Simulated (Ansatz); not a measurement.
Structure types of Ir were relaxed at one common pressure (all-electron LAPW in Ansatz 0.2.0 under PBE, scalar-relativistic, no spin polarisation, zero temperature). They take these volumes:

```json
{"type": "fcc", "space group": "Fm-3m", "V (Å³/atom)": "6.18"}
{"type": "bcc", "space group": "Im-3m", "V (Å³/atom)": "6.15"}
{"type": "hcp", "space group": "P6_3/mmc", "V (Å³/atom)": "6.18"}
{"type": "sc", "space group": "Pm-3m", "V (Å³/atom)": "6.50"}
{"type": "diamond", "space group": "Fd-3m", "V (Å³/atom)": "7.42"}
```

**Question.** At about which pressure, and is the densest type also the lowest in enthalpy?

**Answer.** 2200 GPa. The densest is bcc, and it is 1155 meV/atom above fcc: its gain in pV doesn't pay for its higher energy here.
